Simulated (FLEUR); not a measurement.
# Pt (Im-3m) in FLEUR: notebook

The runs below take Pt through equation of state, with PBE.

Everything below comes from runs of FLEUR MaX-R8.1 (later development tree). Logs are shortened: lines on timing, memory, paths and dates and some standing lists are left out, and cuts for length are marked.

### Step 1. The crystal as given

The structure is cubic, space group Im-3m (No. 229). The conventional cell has a = 3.168 Å, b = 3.168 Å, c = 3.168 Å, α = 90.00°, β = 90.00°, γ = 90.00°. Pt (site symmetry m-3m) has 8 Pt at 2.74 Å as nearest neighbours.

This isn't the form of Pt at room conditions, which is fcc.

### Step 2. Equation of state, PBE, 14.95 Å³/atom (volume scaled by 0.94)

The input, inp.xml:

```xml
<?xml version="1.0" encoding="UTF-8" standalone="no"?>
<fleurInput fleurInputVersion="0.39">
   <comment>
      Pt                                                                                                  
   </comment>
   <calculationSetup>
      <cutoffs Kmax="4.17" Gmax="12.9" GmaxXC="12.9" numbands="0"/>
      <scfLoop itmax="60" minDistance="0.00001" maxIterBroyd="15" imix="Anderson" alpha="0.05" precondParam="0.0" spinf="2.0" sdNocoIR="T"/>
      <coreElectrons ctail="T" frcor="F" kcrel="0" coretail_lmax="0"/>
      <xcFunctional name="pbe" relativisticCorrections="F"/>
      <magnetism jspins="1"/>
      <soc l_soc="F" theta="0.0" phi="0.0" spav="F"/>
      <expertModes spex="0" secvar="F"/>
      <geometryOptimization l_f="F" forcealpha="1.0" forcemix="BFGS" epsdisp="0.0005" epsforce="0.0002"/>
      <ldaU l_linMix="F" mixParam="0.05" spinf="1.0"/>
   </calculationSetup>
   <cell>
      <bzIntegration valenceElectrons="18.0" mode="hist" fermiSmearingEnergy="0.00183747">
         <kPointListSelection listName="default-1"/>
         <!-- k-points included here -->
         <xi:include xmlns:xi="http://www.w3.org/2001/XInclude" href="kpts.xml"> </xi:include>
      </bzIntegration>
      <!-- symmetry operations included here -->
      <xi:include xmlns:xi="http://www.w3.org/2001/XInclude" href="sym.xml"> </xi:include>
      <bulkLattice scale="0.9795861087">
         <bravaisMatrix>
            <row-1>   -2.9937419211138119     2.9937419211138119     2.9937419211138119</row-1>
            <row-2>    2.9937419211138119    -2.9937419211138119     2.9937419211138119</row-2>
            <row-3>    2.9937419211138119     2.9937419211138119    -2.9937419211138119</row-3>
         </bravaisMatrix>
      </bulkLattice>
   </cell>
   <atomSpecies>
      <species name="Platinum (Pt)" element="Pt" atomicNumber="78">
         <mtSphere radius="2.35" gridPoints="793" logIncrement="0.017"/>
         <atomicCutoffs lmax="10" lnonsphr="8"/>
         <electronConfig flipSpins="F">
            <coreConfig>(1s1/2) (2s1/2) (2p1/2) (2p3/2) (3s1/2) (3p1/2) (3p3/2) (4s1/2) (3d3/2) (3d5/2) (4p1/2) (4p3/2) (4d3/2) (4d5/2) (4f5/2) (4f7/2)</coreConfig>
            <valenceConfig>(5s1/2) (5p1/2) (5p3/2) (6s1/2) (5d3/2) (5d5/2)</valenceConfig>
            <stateOccupation state="(6s1/2)" spinUp="0.500000" spinDown="0.500000"/>
            <stateOccupation state="(5d3/2)" spinUp="1.800000" spinDown="1.800000"/>
            <stateOccupation state="(5d5/2)" spinUp="2.700000" spinDown="2.700000"/>
         </electronConfig>
         <energyParameters s="6" p="6" d="5" f="5"/>
         <lo type="SCLO" l="0" n="5" eDeriv="0"/>
         <lo type="SCLO" l="1" n="5" eDeriv="0"/>
         <lo type="SCLO" l="1" n="5" eDeriv="1"/>
         <lo type="SCLO" l="2" n="5" eDeriv="2"/>
         <lo type="SCLO" l="3" n="5" eDeriv="2"/>
      </species>
   </atomSpecies>
   <atomGroups>
      <atomGroup species="Platinum (Pt)">
         <relPos label="                   1">.0000000000 .0000000000 .0000000000</relPos>
         <force calculate="T" relaxXYZ="TTT"/>
      </atomGroup>
   </atomGroups>
   <output dos="F" band="F" slice="F">
      <checks vchk="F" cdinf="F"/>
      <bandDOS minEnergy="-.5*Htr" maxEnergy="0.5*Htr" sigma="0.015" storeEVData="T"/>
      <vacuumDOS vacdos="F" integ="F" star="F" nstars="0" locx1="0.0" locy1="0.0" locx2="0.0" locy2="0.0" nstm="0" tworkf="0.0"/>
      <unfoldingBand unfoldBand="F" supercellX="1" supercellY="1" supercellZ="1"/>
      <plotting iplot="0" polar="F">
         <plot TwoD="T" vec1="  1.0  0.0  0.0" vec2="  0.0  1.0  0.0" vec3="  0.0  0.0  1.0" zero="  0.0  0.0  0.0" file="plot"/>
      </plotting>
      <chargeDensitySlicing numkpt="0" minEigenval="0.0" maxEigenval="0.0" nnne="0" pallst="F"/>
      <specialOutput eonly="F"/>
      <moessbauerParams electricFieldGradient="T" isomerShift="T" coreHyperfine="T" valenceHyperfine="T"/>
      <magneticCircularDichroism mcd="F" energyLo="-10.0" energyUp="0.0"/>
   </output>
  <!-- We include the file relax.xml here to enable relaxations (see documentation) -->
  <xi:include xmlns:xi="http://www.w3.org/2001/XInclude" href="relax.xml"> <xi:fallback/> </xi:include>
</fleurInput>
```

Potentials or basis: all-electron, FLAPW.

Launch:

```console
inpgen -f crystal.txt -profile fastHighL
# inp.xml edited to the form shown
fleur_MPI
```

The program printed:

```text
Welcome to FLEUR        (www.flapw.de)
      MaX-Release 8.1          (www.max-centre.eu)

 ========== k-point set info ==========
 Selected k-point list: default-1
 k-point list type: mesh
 12 x 12 x 12
 Number of k points: 72

 ------------Calculation Setup---------------------------
 Number of MPI-tasks      :            1
 Number of PE/node        :            1
 Number of OMP-threads    :            1
 Most efficient MPI parallelization for:
           1           2           3           4           6           8           9          12          18          24          36          72
 Additional eigenvalue parallelization possible
 Number of basis functions:          175
 Approximate size of matrices (H+S) per k-point:         0.000 GB
 --------------------------------------------------------
 Iteration:     1   Distance:      17.88084317 me/bohr^3
 Iteration:     2   Distance:      16.20714310 me/bohr^3
 Iteration:     3   Distance:       7.17771285 me/bohr^3
 Iteration:     4   Distance:       3.20115596 me/bohr^3
 Iteration:     5   Distance:       3.38537930 me/bohr^3
 Iteration:     6   Distance:       0.17129883 me/bohr^3
 Iteration:     7   Distance:       0.30466327 me/bohr^3
 Iteration:     8   Distance:       0.01681079 me/bohr^3
 Iteration:     9   Distance:       0.01931224 me/bohr^3
 Iteration:    10   Distance:       0.00281112 me/bohr^3
 Iteration:    11   Distance:       0.00018979 me/bohr^3
 Iteration:    12   Distance:       0.00017750 me/bohr^3
 Iteration:    13   Distance:       0.00000294 me/bohr^3

 ********************************************************************
 Run finished successfully
 Stop message:
   all done
 ********************************************************************
```

out.xml (last iteration):

```text
<iteration numberForCurrentRun="   13" overallNumber="   13">
         <energyParameters units="Htr">
            <atomicEP atomType="1" spin="1" branch="6s" branchLowest="-3.03" branchHighest="2.12" value="0.3573430713"/>
            <atomicEP atomType="1" spin="1" branch="6p" branchLowest="-1.30" branchHighest="3.17" value="0.5145510449"/>
            <atomicEP atomType="1" spin="1" branch="5d" branchLowest="-10.55" branchHighest="0.80" value="0.4571969721"/>
            <atomicEP atomType="1" spin="1" branch="5f" branchLowest="-1.88" branchHighest="2.98" value="0.8012514035"/>
            <loAtomicEP atomType="1" spin="1" branch="5s" branchLowest="-24.81" branchHighest="-3.03" value="-3.0371506696"/>
            <loAtomicEP atomType="1" spin="1" branch="5p" branchLowest="-18.36" branchHighest="-1.30" value="-1.3936874126"/>
            <loAtomicEP atomType="1" spin="1" branch="5p" branchLowest="-18.36" branchHighest="-1.30" value="-1.3936874126"/>
            <loAtomicEP atomType="1" spin="1" branch="5d" branchLowest="-10.55" branchHighest="0.80" value="0.4438385948"/>
            <loAtomicEP atomType="1" spin="1" branch="5f" branchLowest="-1.88" branchHighest="2.98" value="0.8012435794"/>
         </energyParameters>
         <eigenvalues>
            <eigenvaluesAt spin="1" ikpt="1" k_x="0.00000000" k_y="0.00000000" k_z="0.00000000">
                      -3.0385066192       -1.3450576921       -1.3450576921       -1.3450576921        0.2023033145
                       0.4338082466        0.4338082466        0.4338082466        0.5331066146        0.5331066146
                       1.1990658532        1.1990658532        1.1990658532        1.5903671208        1.5903671208
            </eigenvaluesAt>
            <eigenvaluesAt spin="1" ikpt="2" k_x="0.00000000" k_y="0.00000000" k_z="0.08333333">
                      -3.0384120003       -1.3463335129       -1.3454998379       -1.3450502457        0.2132574111
                       0.4293737054        0.4337019950        0.4428201586        0.5274587605        0.5334188925
                       1.2041622183        1.2090983314        1.2153451908        1.4911680125        1.5175996039
            </eigenvaluesAt>
            <eigenvaluesAt spin="1" ikpt="3" k_x="0.00000000" k_y="0.00000000" k_z="0.16666667">
                      -3.0381532481       -1.3497923199       -1.3467028195       -1.3450317081        0.2436589531
                       0.4177963201        0.4324455292        0.4689550086        0.5177969260        0.5346737260
                       1.2032685484        1.2071585073        1.2617006921        1.4249569058        1.4314538836
            </eigenvaluesAt>
            <eigenvaluesAt spin="1" ikpt="4" k_x="0.00000000" k_y="0.00000000" k_z="0.25000000">
                      -3.0377991991       -1.3544617303       -1.3483383701       -1.3450059755        0.2831336899
                       0.4030564311        0.4351032237        0.5090687775        0.5158859781        0.5373697898
                       1.1249650913        1.1661638824        1.3312115811        1.3993182383        1.4268200467
            </eigenvaluesAt>
         </eigenvalues>
         <bandgap value="0.0977144640" units="eV"/>
         <sumValenceSingleParticleEnergies value="-9.7223185148" units="Htr"/>
         <FermiEnergy value="0.5704434944" units="Htr"/>
         <valenceDensity>
            <mtCharges spin="1">
               <mtCharge atomType="1" total="15.9986217" s="2.4033440" p="6.2480788" d="7.2925834" f="0.0435213"/>
            </mtCharges>
            <spinDependentCharge spin="1" total="18.0000000" interstitial="2.0013783" mtSpheres="15.9986217"/>
            <totalCharge value="18.0000000000"/>
         </valenceDensity>
         <coreStates atomType="     1" atomicNumber=" 78" spin="1" kinEnergy="  20901.3994724393" eigValSum=" -11305.0179940618" lostElectrons=" 0.000720">
            <state n="1" l="0" j="0.5" energy="-2877.3461389366" weight="1.0000000000"/>
            <state n="2" l="0" j="0.5" energy="-504.5073760528" weight="1.0000000000"/>
            <state n="2" l="1" j="0.5" energy="-483.4380611885" weight="1.0000000000"/>
            <state n="2" l="1" j="1.5" energy="-419.8885210927" weight="2.0000000000"/>
            <state n="3" l="0" j="0.5" energy="-117.9671232853" weight="1.0000000000"/>
            <state n="3" l="1" j="0.5" energy="-108.5267188866" weight="1.0000000000"/>
[... 8 lines left out ...]
            <state n="4" l="3" j="2.5" energy="-1.9501963391" weight="3.0000000000"/>
            <state n="4" l="3" j="3.5" energy="-1.8231841130" weight="4.0000000000"/>
         </coreStates>
         <allElectronCharges>
            <spinDependentCharge spin="1" total="78.0000000" interstitial="2.0020858" mtSpheres="75.9979142"/>
            <totalCharge value="77.9999999926"/>
         </allElectronCharges>
         <moessbauerParams unitsHFF="kG" unitsIS="e/bohr^3" unitsEFG="Htr/bohr^2">
            <coreIsomerShift atomType="1" isTotal="2125462.80020">
               <shell n="1" l="0" isomerShift="1764339.25567"/>
               <shell n="2" l="0" isomerShift="262098.51062"/>
               <shell n="2" l="1" isomerShift="18274.30819"/>
               <shell n="3" l="0" isomerShift="59797.83024"/>
               <shell n="3" l="1" isomerShift="4670.81438"/>
               <shell n="4" l="0" isomerShift="15120.99948"/>
               <shell n="3" l="2" isomerShift="0.00190"/>
               <shell n="4" l="1" isomerShift="1161.07921"/>
               <shell n="4" l="2" isomerShift="0.00050"/>
               <shell n="4" l="3" isomerShift="0.00000"/>
            </coreIsomerShift>
            <isomerShift atomType="1" nucleusRadius="0.0001370" averageDensity="2128524.72928"/>
            <electricFieldGradient atomType="1" VXX="0.00000" VYY="0.00000" VZZ="0.00000" asymParam="0.00000">
            </electricFieldGradient>
         </moessbauerParams>
         <totalEnergy                                    value="   -18446.7261204022" units="Htr">
            <sumOfEigenvalues                            value="   -11314.7403125765">
               <coreElectrons value="-11305.0179940618"/>
               <valenceElectrons value="-9.7223185148"/>
            </sumOfEigenvalues>
            <densityCoulombPotentialIntegral value="-31958.2490756818"/>
            <densityEffectivePotentialIntegral value="-32425.9263447502"/>
            <chargeDenXCDenIntegral value="-357.3639617584"/>
            <FockExchangeEnergyValence value="0.0000000000"/>
            <FockExchangeEnergyCore value="0.0000000000"/>
            <atomTypeDependentContributions atomType="1">
               <electronNucleiInteractionDifferentMTs value="23168.3585639961"/>
               <MadelungTerm value="-53.0650889804"/>
            </atomTypeDependentContributions>
            <tkbTimesEntropy value="0.0001963080"/>
            <freeEnergy value="-18446.7263167102"/>
            <extrapolationTo0K value="-18446.7262185562"/>
         </totalEnergy>
         <densityConvergence units="me/bohr^3">
            <chargeDensity spin="1" distance="0.0000029446"/>
         </densityConvergence>
      </iteration>
```

It took 13 s on 1 thread of Intel Xeon Platinum 8375C at 2.90GHz (Ice Lake), shared host; peak memory 0.07 GiB.

Results:

| Property | Result |
| --- | --- |
| Free energy | -501960.9948 eV |
| Band gap on the k mesh | none (metal or under the smearing width) |
| Valence electrons inside the program's atomic spheres | Pt 16.00 (radii Pt 2.35 bohr) |

### Step 3. Equation of state, PBE, 15.27 Å³/atom (volume scaled by 0.96)

Changes to inp.xml since step 2:

```diff
@@ -24,3 +24,3 @@
       <xi:include xmlns:xi="http://www.w3.org/2001/XInclude" href="sym.xml"> </xi:include>
-      <bulkLattice scale="0.9795861087">
+      <bulkLattice scale="0.9864848297">
          <bravaisMatrix>
```

Potentials or basis: all-electron, FLAPW.

Launch:

```console
inpgen -f crystal.txt -profile fastHighL
# inp.xml edited to the form shown
fleur_MPI
```

Wall time 12 s (1 thread of Intel Xeon Platinum 8375C at 2.90GHz (Ice Lake), shared host); peak memory 0.07 GiB.

It converged, with:

```
Free energy                                           : -501961.0195 eV
Band gap on the k mesh                                : none (metal or under the smearing width)
Valence electrons inside the program's atomic spheres : Pt 15.97 (radii Pt 2.35 bohr)
```

### Step 4. Equation of state, PBE, 15.59 Å³/atom (volume scaled by 0.98)

Changes to inp.xml since step 3:

```diff
@@ -24,3 +24,3 @@
       <xi:include xmlns:xi="http://www.w3.org/2001/XInclude" href="sym.xml"> </xi:include>
-      <bulkLattice scale="0.9864848297">
+      <bulkLattice scale="0.9932883884">
          <bravaisMatrix>
```

Launch:

```console
inpgen -f crystal.txt -profile fastHighL
# inp.xml edited to the form shown
fleur_MPI
```

It took 11 s on 1 thread of Intel Xeon Platinum 8375C at 2.90GHz (Ice Lake), shared host; peak memory 0.07 GiB.

Results (log left out):

```yaml
Free_energy: -501961.0323 eV
Band_gap_on_the_k_mesh: none (metal or under the smearing width)
Valence_electrons_inside_the_program's_atomic_spheres: Pt 15.94 (radii Pt 2.35 bohr)
```

### Step 5. Equation of state, PBE, 15.90 Å³/atom

Changes to inp.xml since step 4:

```diff
@@ -24,3 +24,3 @@
       <xi:include xmlns:xi="http://www.w3.org/2001/XInclude" href="sym.xml"> </xi:include>
-      <bulkLattice scale="0.9932883884">
+      <bulkLattice scale="1.0000000000">
          <bravaisMatrix>
```

Launch:

```console
inpgen -f crystal.txt -profile fastHighL
# inp.xml edited to the form shown
fleur_MPI
```

It took 11 s on 1 thread of Intel Xeon Platinum 8375C at 2.90GHz (Ice Lake), shared host; peak memory 0.07 GiB.

It converged, with:

```yaml
Free_energy: -501961.0346 eV
Band_gap_on_the_k_mesh: none (metal or under the smearing width)
Valence_electrons_inside_the_program's_atomic_spheres: Pt 15.91 (radii Pt 2.35 bohr)
```

### Step 6. Equation of state, PBE, 16.22 Å³/atom (volume scaled by 1.02)

Changes to inp.xml since step 5:

```diff
@@ -24,3 +24,3 @@
       <xi:include xmlns:xi="http://www.w3.org/2001/XInclude" href="sym.xml"> </xi:include>
-      <bulkLattice scale="1.0000000000">
+      <bulkLattice scale="1.0066227096">
          <bravaisMatrix>
```

Potentials or basis: all-electron, FLAPW.

Launch:

```console
inpgen -f crystal.txt -profile fastHighL
# inp.xml edited to the form shown
fleur_MPI
```

Wall time 11 s (1 thread of Intel Xeon Platinum 8375C at 2.90GHz (Ice Lake), shared host); peak memory 0.07 GiB.

The run converged. Its results:

```
Free energy                                           : -501961.0278 eV
Band gap on the k mesh                                : none (metal or under the smearing width)
Valence electrons inside the program's atomic spheres : Pt 15.89 (radii Pt 2.35 bohr)
```

### Step 7. Equation of state, PBE, 16.54 Å³/atom (volume scaled by 1.04)

Changes to inp.xml since step 6:

```diff
@@ -24,3 +24,3 @@
       <xi:include xmlns:xi="http://www.w3.org/2001/XInclude" href="sym.xml"> </xi:include>
-      <bulkLattice scale="1.0066227096">
+      <bulkLattice scale="1.0131594038">
          <bravaisMatrix>
```

Launch:

```console
inpgen -f crystal.txt -profile fastHighL
# inp.xml edited to the form shown
fleur_MPI
```

Wall time 12 s (1 thread of Intel Xeon Platinum 8375C at 2.90GHz (Ice Lake), shared host); peak memory 0.07 GiB.

The run converged. Its results:

| Item | Value |
| --- | --- |
| Free energy | -501961.0128 eV |
| Band gap on the k mesh | none (metal or under the smearing width) |
| Valence electrons inside the program's atomic spheres | Pt 15.87 (radii Pt 2.35 bohr) |

### Step 8. Equation of state, PBE, 16.86 Å³/atom (volume scaled by 1.06)

Changes to inp.xml since step 7:

```diff
@@ -24,3 +24,3 @@
       <xi:include xmlns:xi="http://www.w3.org/2001/XInclude" href="sym.xml"> </xi:include>
-      <bulkLattice scale="1.0131594038">
+      <bulkLattice scale="1.0196128224">
          <bravaisMatrix>
```

Launch:

```console
inpgen -f crystal.txt -profile fastHighL
# inp.xml edited to the form shown
fleur_MPI
```

It took 11 s on 1 thread of Intel Xeon Platinum 8375C at 2.90GHz (Ice Lake), shared host; peak memory 0.07 GiB.

The run converged. Its results:

```yaml
Free_energy: -501960.9905 eV
Band_gap_on_the_k_mesh: none (metal or under the smearing width)
Valence_electrons_inside_the_program's_atomic_spheres: Pt 15.85 (radii Pt 2.35 bohr)
```

### Step 9. Equation of state, PBE

Potentials or basis: all-electron, FLAPW.

This step only gathers the single runs of the series.

Results:

* Equilibrium volume: 15.82 Å³/atom
* Bulk modulus: 239 GPa
* Pressure derivative of the bulk modulus: 5.3 (rough: it moves with the points fitted)

Energy against volume, from the lowest point:
| volume (Å³/atom) | energy (meV/atom) |
| --- | --- |
| 14.950 | 39.84 |
| 15.268 | 15.09 |
| 15.586 | 2.28 |
| 15.904 | 0.00 |
| 16.222 | 6.86 |
| 16.540 | 21.78 |
| 16.858 | 44.07 |

The run has no spin-orbit coupling, so splittings on Pt are missing.
